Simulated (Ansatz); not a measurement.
An elastic constant from a strain scan in Te$_{2}$Mo

All numbers below come from DFT LDA, scalar-relativistic, plane waves, PAW (Ansatz). Settings: plane waves to 420 eV, k-mesh 12×12×2 (Γ-centred), Gaussian smearing 0.05 eV. No spin polarisation. Energies are free energies at this smearing, counted from the undisturbed cell; pressure is positive in compression.

Zero of the scan (relaxed at this level; this form isn't the usual structure):

```
Te Mo
1.0
     3.46655    0.00000    0.00000
    -1.73327    3.00212    0.00000
     0.00000    0.00000   17.51981
Te Mo
2 1
Direct
  0.33333 0.66667 0.89753
  0.33333 0.66667 0.10247
  0.00000 0.00000 0.00000
```

The cell holds layers and no dispersion correction was added, so their binding is poorly described.

The cell is strained by ε times the Voigt pattern (1, 1, 0, 0, 0, 0) (xx, yy, zz, yz, xz, xy; engineering shear) with fractional coordinates fixed. The cell holds 3 atoms in V0 = 182.33 Å³. The stress column is τ = (1/V0) dE/dε, got from the stress tensor σ (compression positive) at each point as −det(1 + εP) σ : P(1 + εP)⁻¹, with P the pattern as a tensor.

| ε | ΔE (meV/atom) | τ (GPa) |
| --- | --- | --- |
| -0.0600 | 144.932 | -13.838 |
| -0.0450 | 78.108 | -9.732 |
| -0.0300 | 33.291 | -6.093 |
| 0.0000 | 0.000 | 0.000 |
| 0.0150 | 7.375 | 2.543 |
| 0.0300 | 28.388 | 4.799 |
| 0.0450 | 61.502 | 6.800 |
| 0.0600 | ? | ? |

Q: Which combination of elastic constants does this scan measure, and how large is it?

A: For small ε, τ = τ0 + Kε with K = pᵀCp, which for this pattern is C11 + C22 + 2 C12 in the Cartesian frame shown. The parabola through τ at ε = -0.0300, 0 and 0.0150 has slope K = 181 GPa at zero. The energies per cell, E = NΔE, of the same two points give K = 2[E(ε₊)/ε₊ − E(ε₋)/ε₋]/[(ε₊ − ε₋)V0] = 188 GPa, in agreement. These are clamped-ion values.

Q: Predict the withheld row at ε = 0.0600 from the harmonic law, and compare.

A: ΔE = V0(τ0 ε + Kε²/2)/N = 123.387 meV/atom and τ = 10.84 GPa. The calculation gives 105.336 meV/atom and 8.57 GPa: the energy lies 15 % below the harmonic value, as bonds soften when stretched.

Forces appear on the atoms along this scan, and letting them relax would lower the energy and soften the response.

Cost: 8 runs of about 4.9 core-minutes in all, on AMD EPYC (Zen 3) (shared hosts).